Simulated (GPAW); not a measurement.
**Quasiparticle gap of BN (F-43m) in GPAW**

Wanted: ground state, empty states, screening and self-energy for BN (F-43m).

Program: GPAW 26.7.0. Level of theory: PBE and many-body steps on it, plane waves. Results are calculated unless marked as measured.

**1. Set-up**

Symmetry: F-43m, No. 216, cubic system. Conventional cell: a = 3.615 Å, b = 3.615 Å, c = 3.615 Å, α = 90.00°, β = 90.00°, γ = 90.00°. Nearest to B lie 4 N at 1.57 Å. Nearest to N lie 4 B at 1.57 Å. Farther neighbours and most contacts between anions are not listed.

The cell and positions come from the Crystallography Open Database and are kept as given unless a step says otherwise.

**2. Ground state**

This step: GPAW 26.7.0; DFT, PBE, plane waves, PAW.

The ground-state density comes first.

The input, run.py:

```python
import json
import numpy as np
from gpaw.mpi import world
from ase import Atoms
from gpaw import GPAW, PW, FermiDirac

atoms = Atoms(['B', 'N'],
    cell=[[0.0000000000, 1.8075000000, 1.8075000000],
      [1.8075000000, 0.0000000000, 1.8075000000],
      [1.8075000000, 1.8075000000, 0.0000000000]],
    scaled_positions=[[0.0000000000, 0.0000000000, 0.0000000000],
      [0.2500000000, 0.2500000000, 0.2500000000]],
    pbc=(True, True, True))
calc = GPAW(mode=PW(600),
    xc='PBE',
    kpts={'size': (12, 12, 12), 'gamma': True},
    occupations=FermiDirac(0.001),
    nbands=-7,
    convergence={'density': 1e-6, 'bands': -3},
    maxiter=100,
    txt='gs.txt')
atoms.calc = calc
res = {'energy': atoms.get_potential_energy()}
kpts = calc.get_ibz_k_points()
res['kpts'] = kpts
res['eigenvalues'] = [calc.get_eigenvalues(kpt=k) for k in range(len(kpts))]
res['n_electrons'] = calc.get_number_of_electrons()
calc.write('gs.gpw')

if world.rank == 0:
    with open('result.json', 'w') as f:
        json.dump(res, f, default=lambda x: x.tolist())
```

Command:

```sh
> mpirun -n 4 gpaw python run.py
```

Numbers of over 12 decimals in the logs are rounded to 6 here.

What it wrote:

```text
__  _  _
 | _ |_)|_||  |
 |__||  | ||/\| - 26.7.0

Input parameters:
  mode=PW(ecut=600.0),
  convergence={'density': 1e-06, 'bands': -3},
  kpts=MonkhorstPack(size=(12, 12, 12), gamma=True),
  maxiter=100,
  nbands=-7,
  occupations=Occupations(name='fermi-dirac', width=0.001, fixmagmom=False),
  xc=XC(name='PBE')
  [... matrices ...]
Diagonalizing LCAO Hamiltonian
Converting LCAO to pw mode

          N
       B

Atoms  # Å, Bohr magnetons
|   | symbol |        x |        y |        z |    initial magnetic moments |
| 0 |      B | 0.000000 | 0.000000 | 0.000000 | ( 0.0000,  0.0000,  0.0000) |
| 1 |      N | 0.903750 | 0.903750 | 0.903750 | ( 0.0000,  0.0000,  0.0000) |

Unit cell  # Å
| periodic |        x |        y |        z |  lengths |    angles |
|      yes | 0.000000 | 1.807500 | 1.807500 | 2.556191 | 60.000000 |
|      yes | 1.807500 | 0.000000 | 1.807500 | 2.556191 | 60.000000 |
|      yes | 1.807500 | 1.807500 | 0.000000 | 2.556191 | 60.000000 |

Number of symmetries: 24
Symmetry operations  # r_c * U_cc + t_c -> r_c
|    | kind |            matrix            |
|  0 |  E   |  1, 0, 0,  0, 1, 0,  0, 0, 1 |
|  1 |  σ   |  1, 0, 0,  0, 0, 1,  0, 1, 0 |
|  2 |  σ   |  1, 0,-1,  0, 1,-1,  0, 0,-1 |
|  3 |  C3  |  1, 0,-1,  0, 0,-1,  0, 1,-1 |
|  4 |  C3  |  1,-1, 0,  0,-1, 1,  0,-1, 0 |
|  5 |  σ   |  1,-1, 0,  0,-1, 0,  0,-1, 1 |
|  6 |  σ   |  0, 1, 0,  1, 0, 0,  0, 0, 1 |
|  7 |  C3  |  0, 1, 0,  0, 0, 1,  1, 0, 0 |
|  8 |  C2  |  0, 1,-1,  1, 0,-1,  0, 0,-1 |
|  9 |  S4  |  0, 1,-1,  0, 0,-1,  1, 0,-1 |
| 10 |  C3  |  0, 0, 1,  1, 0, 0,  0, 1, 0 |
| 11 |  σ   |  0, 0, 1,  0, 1, 0,  1, 0, 0 |
| 12 |  S4  |  0, 0,-1,  1, 0,-1,  0, 1,-1 |
| 13 |  C3  |  0, 0,-1,  0, 1,-1,  1, 0,-1 |
| 14 |  S4  |  0,-1, 1,  1,-1, 0,  0,-1, 0 |
| 15 |  C2  |  0,-1, 1,  0,-1, 0,  1,-1, 0 |
| 16 |  C3  |  0,-1, 0,  1,-1, 0,  0,-1, 1 |
| 17 |  S4  |  0,-1, 0,  0,-1, 1,  1,-1, 0 |
| 18 |  S4  | -1, 1, 0, -1, 0, 1, -1, 0, 0 |
| 19 |  C3  | -1, 1, 0, -1, 0, 0, -1, 0, 1 |
| 20 |  C3  | -1, 0, 1, -1, 1, 0, -1, 0, 0 |
| 21 |  S4  | -1, 0, 1, -1, 0, 0, -1, 1, 0 |
| 22 |  σ   | -1, 0, 0, -1, 1, 0, -1, 0, 1 |
| 23 |  C2  | -1, 0, 0, -1, 0, 1, -1, 1, 0 |

BZ-sampling:
  Number of BZ points: 1728
  Number of IBZ points: 72

  Monkhorst-Pack size: [12, 12, 12]
  Monkhorst-Pack shift: [0.041667, 0.041667, 0.041667]

K-points  # in reciprocal-cell coordinates
|     |                                coordinates |     weight |
|   0 | ( -0.00000000,  -0.00000000,  -0.00000000) | 0.00057870 |
|   1 | (  0.08333333,   0.08333333,  -0.00000000) | 0.00347222 |
|   2 | (  0.08333333,   0.08333333,   0.08333333) | 0.00462963 |
|   3 | (  0.16666667,   0.08333333,   0.08333333) | 0.00694444 |
|   4 | (  0.16666667,   0.16666667,  -0.00000000) | 0.00347222 |
|   5 | (  0.16666667,   0.16666667,   0.08333333) | 0.01388889 |
|   6 | (  0.16666667,   0.16666667,   0.16666667) | 0.00462963 |
|   7 | (  0.25000000,   0.16666667,   0.08333333) | 0.01388889 |
|   8 | (  0.25000000,   0.16666667,   0.16666667) | 0.01388889 |
|   9 | (  0.25000000,   0.25000000,  -0.00000000) | 0.00347222 |
| ... |                                            |            |
|  71 | (  0.50000000,   0.50000000,   0.50000000) | 0.00231481 |

Plane wave coefficients: 411
Cutoff: 600.0 eV

Spin-components: 1 (collinear spins)
Bands:           11
Projectors:      10
Spin-degeneracy: 2
Datatype:        complex128

  Storage: CPU
  Wave functions: 5_208_192 bytes (1_302_048 per core)
  Projectors: 9_942_912 bytes (2_485_728 per core)
  [... matrices ...]
Parallelization:
  kpt:    4
  domain: 1
  band:   1

Density:
  Valence electrons: 8.0
  Components: 1
  Grid points: [15 15 15]
  Charge: 0.0  # |e|

Potential:
  Grid points: [15 15 15]

species:
  B:
    name:    Boron
    Z:       5.0
    valence: 3
    core:    2
    charge:  0.0  # [|e|]
    compensation charges:
      type: gauss
      rc: 0.20  # [Å]
      lmax: 2
    cutoffs:
      filter: 1.14  # [Å]
      core: 1.38  # [Å]
    projectors
    | kind |    occ | energy [eV] | rcut [Å] |
    |   2s |  2.000 |      -9.443 |    0.635 |
    |   2p |  1.000 |      -3.606 |    0.635 |
    |    s |        |      17.768 |    0.635 |
    |    p |        |      23.605 |    0.635 |
    |    d |        |       0.000 |    0.635 |

    Using partial waves for B as LCAO basis

  N:
    name:    Nitrogen
    Z:       7.0
    valence: 5
    core:    2
    charge:  0.0  # [|e|]
    compensation charges:
      type: gauss
      rc: 0.18  # [Å]
      lmax: 2
    cutoffs:
      filter: 1.11  # [Å]
      core: 0.96  # [Å]
    projectors
    | kind |    occ | energy [eV] | rcut [Å] |
    |   2s |  2.000 |     -18.583 |    0.603 |
    |   2p |  3.000 |      -7.089 |    0.529 |
    |    s |        |       8.629 |    0.603 |
    |    p |        |      20.123 |    0.529 |
    |    d |        |       0.000 |    0.577 |

    Using partial waves for N as LCAO basis

Reference energy: -2151.211071  # eV

eigensolver:
  PPCG
  Converge bands: -3
  niter=2

density mixing:
  MSR1-Mixer
  Pratt-step length: 0.05
  Maximum mixing coefficient: 0.75
  Old densities: 10
  SVD Regularization: 0.005
  Good broyden scale: 1.0
  Trust region scale: 1.0
  Backstep threshold: 4.0
  History deletion threshold: 6.0
  Fourier metric: weight=20.0, sigma=0.015

occupation numbers:
  Fermi-Dirac:
    width: 0.0010  # eV

poisson solver:
  ecut: 4800.0  # eV

xc functional:
  name: PBE with 2 nearest neighbor stencil

Initialization done in: 1.253 s

convergence criteria:
- Maximum integral of absolute [dens]ity change: 1e-06 electrons / valence electron
- Maximum [total energy] change in last 3 cyles: 0.0005 eV / valence electron
- Maximum integral of absolute [eigenst]ate change: 4e-08 eV^2 / valence electron
maximum number of iterations: 100

SCF iterations
|iter     |     time |      energy | eigst |  dens |
|iter:   1|  |  -18.122923 | +1.23 |       |
|iter:   2|  |  -17.956520 | -0.56 | -0.74 |
|iter:   3|  |  -17.327259 | -1.08 | -0.79 |
|iter:   4|  |  -17.319305 | -2.37 | -1.38 |
|iter:   5|  |  -17.318938 | -3.15 | -1.83 |
|iter:   6|  |  -17.319000c| -4.70 | -2.59 |
|iter:   7|  |  -17.319000c| -6.32 | -3.56 |
|iter:   8|  |  -17.319000c| -8.07c| -4.31 |
|iter:   9|  |  -17.319000c| -8.40c| -5.43 |
|iter:  10|  |  -17.319000c| -9.38c| -6.12c|

Converged in 10 steps
SCF loop duration: 1.822 s (0.182 s/step)
Energy contributions relative to reference atoms: (reference = -2151.211071)
  [... matrices ...]
Energy contributions:
  Kinetic:          15.379270
  Coulomb:         -14.392317
  Zero:             -0.001229
  External:          0.000000
  Xc:              -18.304724
  Entropy:          -0.000000
  Spinorbit:         0.000000
  ----------------------------
  Free energy:     -17.319000
  Extrapolated:    -17.319000

dipole moment: (-7.307154, -7.307154, -7.307154)  # |e|*Ang

Fermi level: 12.317
Eigenvalues  # (at kpt = [-0.000, -0.000, -0.000])
| band index |      eig [eV] | occ [0-2] |
|          0 |       -10.152 |     2.000 |
|          1 |        10.095 |     2.000 |
|          2 |        10.095 |     2.000 |
|          3 |        10.095 |     2.000 |
|          4 |        18.923 |     0.000 |
|          5 |        18.923 |     0.000 |
|          6 |        18.923 |     0.000 |
|          7 |        20.427 |     0.000 |
|          8 |        34.855 |     0.000 |
|          9 |        37.983 |     0.000 |
|         10 |        38.126 |     0.000 |

Gap: 4.457 eV
Transition (v -> c):
  (s=0, k=0, n=3, [-0.00, -0.00, -0.00]) -> (s=0, k=65, n=4, [0.50, 0.50, -0.00])
Direct/indirect transitions are different
Direct gap: 8.828 eV
Transition at: (s=0, k=0, n=3, [-0.00, -0.00, -0.00])
# Writing to gs.gpw (mode='')
  [... matrices ...]
```

The job ended after 4.9 s (4 MPI ranks of Arm Neoverse V1, shared host; peak memory 0.56 GiB).

Numbers from this step:

```
total energy               : -17.32 eV
gap                        : 4.457 eV
k of the valence top       : 0, 0, 0
k of the conduction bottom : 0.5, 0.5, 0
least direct gap           : 8.828 eV
```

The gap is indirect, with the least direct gap 4.37 eV higher.

**3. Bands along the symmetry lines**

Levels along a band path, at the cheap level, show where the edges lie and whether the meshes to come will hold them.

The input, run.py:

```python
import json
import numpy as np
from gpaw.mpi import world
from gpaw import GPAW

path = [[0.000000, 0.000000, 0.000000],
    [-0.062500, -0.062500, 0.000000],
    [-0.125000, -0.125000, 0.000000],
    [-0.187500, -0.187500, 0.000000],
    [-0.250000, -0.250000, 0.000000],
    [-0.312500, -0.312500, 0.000000],
    [-0.375000, -0.375000, 0.000000],
    [-0.437500, -0.437500, 0.000000],
    [-0.500000, -0.500000, 0.000000],
    [-0.484375, -0.484375, 0.031250],
    [-0.468750, -0.468750, 0.062500],
    [-0.453125, -0.453125, 0.093750],
    [-0.437500, -0.437500, 0.125000],
    [-0.421875, -0.421875, 0.156250],
    [-0.406250, -0.406250, 0.187500],
    [-0.390625, -0.390625, 0.218750],
    [-0.375000, -0.375000, 0.250000],
    [-0.375000, 0.000000, 0.375000],
    [-0.328125, 0.000000, 0.328125],
    [-0.281250, 0.000000, 0.281250],
    [-0.234375, 0.000000, 0.234375],
    [-0.187500, 0.000000, 0.187500],
    [-0.140625, 0.000000, 0.140625],
    [-0.093750, 0.000000, 0.093750],
    [-0.046875, 0.000000, 0.046875],
    [0.000000, 0.000000, 0.000000],
    [0.000000, 0.000000, 0.062500],
    [0.000000, 0.000000, 0.125000],
    [0.000000, 0.000000, 0.187500],
    [0.000000, 0.000000, 0.250000],
    [0.000000, 0.000000, 0.312500],
    [0.000000, 0.000000, 0.375000],
    [0.000000, 0.000000, 0.437500],
    [-0.000000, -0.000000, 0.500000],
    [-0.062500, -0.031250, 0.468750],
    [-0.125000, -0.062500, 0.437500],
    [-0.187500, -0.093750, 0.406250],
    [-0.250000, -0.125000, 0.375000],
    [-0.312500, -0.156250, 0.343750],
    [-0.375000, -0.187500, 0.312500],
    [-0.437500, -0.218750, 0.281250],
    [-0.500000, -0.250000, 0.250000],
    [-0.500000, -0.281250, 0.218750],
    [-0.500000, -0.312500, 0.187500],
    [-0.500000, -0.343750, 0.156250],
    [-0.500000, -0.375000, 0.125000],
    [-0.500000, -0.406250, 0.093750],
    [-0.500000, -0.437500, 0.062500],
    [-0.500000, -0.468750, 0.031250],
    [-0.500000, -0.500000, 0.000000]]
calc = GPAW('gs.gpw').fixed_density(kpts=path,
    symmetry='off',
    nbands=14,
    convergence={'bands': 10},
    txt='bands.txt')
res = {}
kpts = calc.get_ibz_k_points()
res['kpts'] = kpts
res['eigenvalues'] = [calc.get_eigenvalues(kpt=k) for k in range(len(kpts))]
res['n_electrons'] = calc.get_number_of_electrons()

if world.rank == 0:
    with open('result.json', 'w') as f:
        json.dump(res, f, default=lambda x: x.tolist())
```

Command:

```sh
> mpirun -n 4 gpaw python run.py
```

What it wrote:

```text
Diagonalizing LCAO Hamiltonian
Converting LCAO to pw mode
convergence criteria:
- Maximum integral of absolute [eigenst]ate change: 4e-08 eV^2 / valence electron
maximum number of iterations: 100

SCF iterations
|iter     |     time |      energy | eigst |  dens |
|iter:   1|  |             | +2.44 |       |
|iter:   2|  |             | +0.60 |       |
|iter:   3|  |             | -1.06 |       |
|iter:   4|  |             | -3.12 |       |
|iter:   5|  |             | -5.30 |       |
|iter:   6|  |             | -6.73 |       |
|iter:   7|  |             | -8.26c|       |
SCF steps: 7
  __  _  _
 | _ |_)|_||  |
 |__||  | ||/\| - 26.7.0

Input parameters:
  mode=PW(ecut=600.0),
  convergence={'bands': 10},
  gpts=array([15, 15, 15]),
  kpts=KPoints(kpts=array([[ 0.      ,  0.      ,  0.      ],
         [-0.0625  , -0.0625  ,  0.      ],
         [-0.125   , -0.125   ,  0.      ],
         [-0.1875  , -0.1875  ,  0.      ],
[...]
[-0.484375, -0.484375,  0.03125 ],
[...]
[-0.453125, -0.453125,  0.09375 ],
[...]
[-0.421875, -0.421875,  0.15625 ],
[...]
[-0.390625, -0.390625,  0.21875 ],
[...]
[-0.328125,  0.      ,  0.328125],
[...]
[-0.234375,  0.      ,  0.234375],
[...]
[-0.140625,  0.      ,  0.140625],
[...]
[-0.046875,  0.      ,  0.046875],
         [ 0.      ,  0.      ,  0.      ],
         [ 0.      ,  0.      ,  0.0625  ],
         [ 0.      ,  0.      ,  0.125   ],
[...]
[ 0.      ,  0.      ,  0.375   ],
         [ 0.      ,  0.      ,  0.4375  ],
[...]
[-0.5     , -0.4375  ,  0.0625  ],
         [-0.5     , -0.46875 ,  0.03125 ],
         [-0.5     , -0.5     ,  0.      ]])),
  maxiter=100,
  nbands=14,
  occupations=Occupations(name='fermi-dirac', width=0.001, fixmagmom=False),
  parallel={},
  symmetry=Symmetry(point_group=False, time_reversal=False),
  xc=XC(name='PBE')
  [... matrices ...]
timing:  # [seconds]
  Total: 0.026  # ━━━━━━━━━━━━━━━━━━━━━━━━━━━━━━━━━━━━━━━━━━━━━━━━━━━━━━━━━━━
```

Wall time 3.9 s (4 MPI ranks); peak memory 0.46 GiB; 15 s of CPU time.

This step gave:

- gap: 4.457 eV
- k of the valence top: 0, 0, 0
- k of the conduction bottom: -0.5, -0.5, 0
- least direct gap: 8.828 eV

The gap is 4.457 eV, as in the run before at this level.

The electronic bands at the labelled points (eV, zero at the top of the highest filled band; v1 is the highest filled band, c1 the lowest empty one):

```
    point      v4      v3     v2     v1     c1     c2     c3     c4
        Γ  -20.25    0.00   0.00   0.00   8.83   8.83   8.83  10.33
  halfway  -18.29   -3.98  -2.99  -2.99   6.80  11.56  13.47  13.47
        X  -14.67   -8.91  -4.90  -4.90   4.46   9.23  17.96  17.96
  halfway  -14.60   -8.70  -5.97  -4.69   5.41  10.18  17.36  17.57
        U  -14.59   -8.13  -7.67  -4.08   6.91  12.88  15.84  16.70
jump to K  -14.59   -8.13  -7.67  -4.08   6.91  12.88  15.84  16.70
  halfway  -18.07   -5.75  -3.91  -1.11  10.65  10.72  11.21  13.57
        Γ  -20.25    0.00   0.00   0.00   8.83   8.83   8.83  10.33
  halfway  -18.77   -5.48  -1.12  -1.12   9.64  10.35  10.35  13.59
        L  -16.04  -10.69  -1.93  -1.93  10.14  10.72  10.72  15.27
  halfway  -15.34   -9.70  -4.83  -3.44   9.60  11.18  14.39  15.79
        W  -14.36   -7.58  -6.97  -6.51   9.61  13.31  14.51  14.68
  halfway  -14.52   -8.50  -5.77  -5.71   6.52  10.90  16.26  17.45
        X  -14.67   -8.91  -4.90  -4.90   4.46   9.23  17.96  17.96
```

The electronic bands as a text plot (rows in eV, shown from -8.0 to 10.5 only):

```
   10.1 |+ ++     +    +      ++ ++++ ++   +++++++++++        +
    9.3 | +        ++++     ++     +++  +++++         ++++++   ++
    8.5 |++++                         ++                    +
    7.8 |    +             +
    7.0 |     ++          +
    6.2 |       ++       +                                   +
    5.5 |         +    ++                                     +
    4.7 |          ++++                                        ++
    3.9 |
    3.2 |
    2.4 |
    1.6 |
    0.8 |
    0.1 |*                         ******
   -0.7 | *                      **  *  ****
   -1.5 |  **                 ***  **       ****
   -2.2 |    *                   ****    **     *****
   -3.0 |     **            **                      **
   -3.8 |     ****        **    ***        *         **
   -4.5 |         ********                            **
   -5.3 |       **    *       **            *           *     ***
   -6.1 |              **   **  *                      * * ***
   -6.8 |         *           **                        ****
   -7.6 |                ***                 **          ***
         Γ           X  U|K            Γ         L        W     X
```

**4. Empty states on the mesh, 6×6×6 mesh, 59 bands**

The sums over transitions need many empty states on a uniform mesh; this step solves for them.

The input, run.py:

```python
import json
import numpy as np
from gpaw.mpi import world
from gpaw import GPAW

calc = GPAW('gs.gpw').fixed_density(kpts={'size': (6, 6, 6), 'gamma': True},
    parallel={'domain': 1, 'band': 1},
    txt='nscf.txt')
calc.diagonalize_full_hamiltonian(nbands=59)
calc.write('full.gpw', mode='all')
res = {}
kpts = calc.get_ibz_k_points()
res['kpts'] = kpts
res['eigenvalues'] = [calc.get_eigenvalues(kpt=k) for k in range(len(kpts))]
res['n_electrons'] = calc.get_number_of_electrons()

if world.rank == 0:
    with open('result.json', 'w') as f:
        json.dump(res, f, default=lambda x: x.tolist())
```

Command:

```sh
> mpirun -n 4 gpaw python run.py
```

What it wrote:

```text
Diagonalizing LCAO Hamiltonian
Converting LCAO to pw mode
convergence criteria:
- Maximum integral of absolute [eigenst]ate change: 4e-08 eV^2 / valence electron
maximum number of iterations: 100

SCF iterations
|iter     |     time |      energy | eigst |  dens |
|iter:   1|  |             | +1.31 |       |
|iter:   2|  |             | -0.44 |       |
|iter:   3|  |             | -2.56 |       |
|iter:   4|  |             | -4.25 |       |
|iter:   5|  |             | -5.96 |       |
|iter:   6|  |             | -7.36 |       |
|iter:   7|  |             | -8.33c|       |
SCF steps: 7
  __  _  _
 | _ |_)|_||  |
 |__||  | ||/\| - 26.7.0

Input parameters:
  mode=PW(ecut=600.0),
  convergence={'density': 1e-06, 'bands': -3},
  gpts=array([15, 15, 15]),
  kpts=MonkhorstPack(size=(6, 6, 6), gamma=True),
  maxiter=100,
  nbands=11,
  occupations=Occupations(name='fermi-dirac', width=0.001, fixmagmom=False),
  parallel={'domain': 1, 'band': 1},
  xc=XC(name='PBE')
Matrix size: 411x411
# Writing to full.gpw (mode='all')
  [... matrices ...]

timing:  # [seconds]
  Total: 0.556  # ━━━━━━━━━━━━━━━━━━━━━━━━━━━━━━━━━━━━━━━━━━━━━━━━━━━━━━━━━━━
```

Elapsed: 3.8 s, on 4 MPI ranks; peak memory 0.46 GiB.

Numbers from this step:

```yaml
gap: 4.457 eV
k_of_the_valence_top: 0, 0, 0
k_of_the_conduction_bottom: 0.5, 0.5, 0
least_direct_gap: 8.828 eV
k_points_computed: 16
lowest_point_of_the_top_converged_band_above_the_valence_top: 132.6261 eV
```

On this mesh the gap is 4.457 eV.

[end of part 1 of 2]

[Paths, hosts, dates, memory and timing lines, banners, echoed tables and standing remarks are left out of the program output.]

[Logs are printed without paths, hosts, clocks, repeated set-up lines and the standing remarks that a program may print on its own settings, such as how far it seeks lower states.]

[Runs of the session that timed out or met a known fault of the program may be left out.]

[Hosts, paths, dates, database ids (printed as entryN), source tags and the programs' standing remarks are cut or masked in the printed files.]
